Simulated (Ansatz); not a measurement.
Molecular dynamics of Ba$_{20}$O

Input:

```yaml
accuracy: low
crystal:
  lattice:
    - [10.04, 0.0, 0.0]
    - [5.02, 7.099352, 0.0]
    - [0.0, 0.0, 25.198704]
  atoms:
    - { symbol: Ba, position: [0.0, 0.0, 0.0396846] }
    - { symbol: Ba, position: [0.5, 0.0, 0.0396846] }
    - { symbol: Ba, position: [0.0, 0.5, 0.0396846] }
    - { symbol: Ba, position: [0.5, 0.5, 0.0396846] }
    - { symbol: Ba, position: [-0.2402724, 0.48174037, 0.16943097] }
    - { symbol: Ba, position: [0.24401012, 0.50108412, 0.17554517] }
    - { symbol: Ba, position: [-0.26087787, 0.97594492, 0.16724616] }
    - { symbol: Ba, position: [0.2853563, 0.98185758, 0.16522469] }
    - { symbol: Ba, position: [-0.01494236, -0.02955518, 0.30876121] }
    - { symbol: Ba, position: [0.49920161, -0.01114345, 0.32883557] }
    - { symbol: Ba, position: [-0.00355051, 0.50626155, 0.31077521] }
    - { symbol: Ba, position: [0.50175171, 0.4784296, 0.31213343] }
    - { symbol: Ba, position: [-0.25601428, 0.46816151, 0.46313474] }
    - { symbol: Ba, position: [0.21852491, 0.47739527, 0.45923684] }
    - { symbol: Ba, position: [-0.24829867, 0.98411532, 0.45246006] }
    - { symbol: Ba, position: [0.2325793, 1.00184292, 0.45502434] }
    - { symbol: Ba, position: [0.03622644, 0.0006576, 0.60281121] }
    - { symbol: Ba, position: [0.44736154, -0.000892, 0.62074532] }
    - { symbol: Ba, position: [-0.00836871, 0.51891871, 0.60231508] }
    - { symbol: Ba, position: [0.47693049, 0.48788578, 0.61370497] }
    - { symbol: O, position: [0.33366668, 0.8192376, 0.59689722] }
basis:
  ecutwfc: 420.0
kpoints:
  mp_grid: { grid: [2, 2, 1] }
hamiltonian:
  xc: pbe
scf:
  occupations: { method: fermi_dirac, width: 0.05 }
  lower_state_search: "off"
md:
  timestep: 1
  n_steps: 300
  ensemble: nvt_nose_hoover
  temperature: 1800.0
  initial_velocities: maxwell_boltzmann
  seed: 804069
  nose_hoover: { tau: 50.0, chain_length: 1 }
  constraints: [{ sites: [0, 1, 2, 3] }]
```

Run as:

```bash
$ ansatz run input.yaml --threads 4 --pin off --max-ram 10240MiB --backend cpu --events-out ev --progress --plain --runs-dir out
```

It goes on from the last frame of an earlier run, with new velocities.

Output, in part (step lines):

```
md step     0: t =     0.00 fs  T =  1800.0 K  F+E_penalty+E_count = -119557.06643899 eV  E_kin = 3.955356 eV  conserved = -119553.11108302 eV  (10 SCF iters)
md step     1: t =     1.00 fs  T =  1799.1 K  F+E_penalty+E_count = -119557.06440880 eV  E_kin = 3.953329 eV  conserved = -119553.11107986 eV  (8 SCF iters)
md step     2: t =     2.00 fs  T =  1797.6 K  F+E_penalty+E_count = -119557.06106937 eV  E_kin = 3.949995 eV  conserved = -119553.11107628 eV  (8 SCF iters)
md step     3: t =     3.00 fs  T =  1795.5 K  F+E_penalty+E_count = -119557.05647510 eV  E_kin = 3.945411 eV  conserved = -119553.11107213 eV  (8 SCF iters)
md step     4: t =     4.00 fs  T =  1792.9 K  F+E_penalty+E_count = -119557.05068929 eV  E_kin = 3.939645 eV  conserved = -119553.11106747 eV  (8 SCF iters)
md step     5: t =     5.00 fs  T =  1789.7 K  F+E_penalty+E_count = -119557.04378302 eV  E_kin = 3.932771 eV  conserved = -119553.11106207 eV  (2 SCF iters)
md step     6: t =     6.00 fs  T =  1786.1 K  F+E_penalty+E_count = -119557.03583401 eV  E_kin = 3.924873 eV  conserved = -119553.11105588 eV  (2 SCF iters)
md step     7: t =     7.00 fs  T =  1782.1 K  F+E_penalty+E_count = -119557.02692553 eV  E_kin = 3.916040 eV  conserved = -119553.11104940 eV  (3 SCF iters)
[... lines left out ...]
md step   300: t =   300.00 fs  T =  1598.6 K  F+E_penalty+E_count = -119553.17934607 eV  E_kin = 3.512699 eV  conserved = -119553.11086194 eV  (7 SCF iters)
```

The steps, from the saved trajectory:

| time (fs) | T (K) | potential energy less start (eV) | conserved less start (meV/atom) |
| --- | --- | --- | --- |
| 0 | 1800 | 0.000 | 0.00 |
| 10 | 1768 | 0.071 | 0.00 |
| 20 | 1711 | 0.203 | 0.00 |
| 30 | 1661 | 0.334 | 0.00 |
| 40 | 1619 | 0.468 | 0.00 |
| 50 | 1584 | 0.614 | 0.00 |
| 60 | 1566 | 0.755 | 0.01 |
| 70 | 1565 | 0.893 | 0.00 |
| 80 | 1556 | 1.086 | 0.00 |
| 90 | 1516 | 1.380 | 0.00 |
| 100 | 1493 | 1.673 | 0.01 |
| 110 | 1548 | 1.840 | 0.01 |
| 120 | 1658 | 1.944 | 0.01 |
| 130 | 1800 | 2.028 | 0.01 |
| 140 | 1939 | 2.151 | 0.00 |
| 150 | 2037 | 2.365 | 0.01 |
| 160 | 2104 | 2.617 | 0.01 |
| 170 | 2190 | 2.776 | 0.01 |
| 180 | 2295 | 2.827 | 0.01 |
| 190 | 2343 | 2.899 | 0.01 |
| 200 | 2293 | 3.065 | 0.01 |
| 210 | 2164 | 3.298 | 0.01 |
| 220 | 2004 | 3.529 | 0.01 |
| 230 | 1858 | 3.699 | 0.01 |
| 240 | 1739 | 3.810 | 0.01 |
| 250 | 1640 | 3.895 | 0.01 |
| 260 | 1564 | 3.960 | 0.01 |
| 270 | 1521 | 3.994 | 0.01 |
| 280 | 1514 | 3.989 | 0.01 |
| 290 | 1542 | 3.950 | 0.01 |
| 300 | 1599 | 3.887 | 0.01 |

The run went to its last step. The conserved energy stayed within 0.013 meV per atom of its start (net change 0.011 meV per atom), so the integration is sound. A run of 0.3 ps of so small a system gives no equilibrium averages. Limits of this set-up: coarse k mesh, slab without dipole correction, low accuracy level.

Mean squared displacements from the first frame to the last: Ba 1.65 Å², O 2.17 Å².

Last frame:

```xyz
21
Lattice="10.0400 0.0000 0.0000 5.0200 7.0994 0.0000 0.0000 0.0000 25.1987" Properties=species:S:1:pos:R:3
Ba 0.000 0.000 1.000
Ba 5.020 0.000 1.000
Ba 2.510 3.550 1.000
Ba 7.530 3.550 1.000
Ba 1.223 2.624 5.596
Ba 4.208 3.842 4.078
Ba 2.275 8.010 4.528
Ba 7.935 5.810 5.098
Ba -0.540 -0.679 7.757
Ba 5.077 -0.816 8.302
Ba 2.295 2.100 9.843
Ba 6.936 3.208 8.079
Ba -0.744 3.323 11.557
Ba 5.521 2.474 12.283
Ba 2.447 5.628 12.397
Ba 7.670 6.323 12.589
Ba -0.356 -1.382 15.512
Ba 4.068 -1.202 15.953
Ba 1.836 2.635 16.089
Ba 7.814 1.737 15.177
O 7.856 4.467 14.595
```

Time of the run: 21 min on 4 threads of AMD EPYC 9R45 96-Core Processor (Zen 5), with other jobs on the host, peak memory 5.5 GiB.
